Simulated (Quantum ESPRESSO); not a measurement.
Tl: single point with PW91

Tl:

```xyz
1
Lattice="-0.1779 2.3921 2.5345 2.4197 -0.1143 2.4709 2.3618 2.2706 -0.0563" Properties=species:S:1:pos:R:3 pbc="T T T"
Tl    0.0000    0.0000    0.0000
```

This isn't the form of Tl at room conditions, which is hcp.

| Quantity | Value |
| --- | --- |
| Program | Quantum ESPRESSO 7.5 |
| Task | single point |
| Functional | PW91 |
| Potentials or basis | Ansatz NC SR PBE |
| Cutoff | 816 eV |
| Density cutoff | 3265 eV |
| k mesh | 9 × 9 × 10 |
| Occupations | fermi-dirac, width 0.136 eV |
| Spin | no spin polarisation |

The pressure is 1.5 GPa and the band gap on the k mesh is none (metal or under the smearing width).

Stress tensor (GPa, compression positive):
```
0.96 0.75 0.79
0.75 1.24 0.34
0.79 0.34 2.38
```

Levels at points of the mesh, in eV from the Fermi level:
```tsv
k point	band 4	band 5	band 6	band 7	band 8	band 9
(0.00, 0.00, 0.00)	-11.33	-11.25	-9.77	8.33	9.55	10.89
(0.00, 0.00, -0.50)	-11.17	-11.00	-5.06	-2.64	7.45	7.86
```

Wall time 2.4 min on 1 thread of Intel(R) Xeon(R) Platinum 8488C (Sapphire Rapids), with other jobs on the host, peak memory 0.16 GiB.

Caveat: the potentials were made for another functional, which shifts forces and pressure. Spin-orbit coupling is left out, which matters for the levels of Tl.
